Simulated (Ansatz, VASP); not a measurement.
# One calculation of Cr, two programs

```
Cr
1.0
    -1.40347    1.40347    1.40347
     1.40347   -1.40347    1.40347
     1.40347    1.40347   -1.40347
Cr
1
Direct
  0.00000 0.00000 0.00000
```

Alike in both runs: task single point; functional LDA; k mesh 22 × 22 × 22; occupations gaussian, width 0.05 eV; no spin polarisation.

|  | VASP | Ansatz |
| --- | --- | --- |
| version | VASP 6.6.1 | Ansatz 0.2.0 |
| potentials or method | VASP PAW LDA potentials, release 64 (Cr_pv) | scalar-relativistic, plane waves, PAW |
| plane-wave cutoff (eV) | 520 | 420 |
| valence electrons in the cell | 12 | 14 |

Ansatz gave:

- gap on the k mesh at the Fermi level (eV): none
- pressure (GPa): -5.7

Question: Which values does VASP return?

Answer: gap on the k mesh at the Fermi level (eV): none; pressure (GPa): -5.6.

A gap of «none» marks a metal or a gap that the smearing closes. The two sets of potentials don't hold the same shells in valence.

Caveats: the run has no spin polarisation, though such a crystal can be magnetic. Spin polarisation is off, so any magnetic state and its effect on volume and gap are missing.
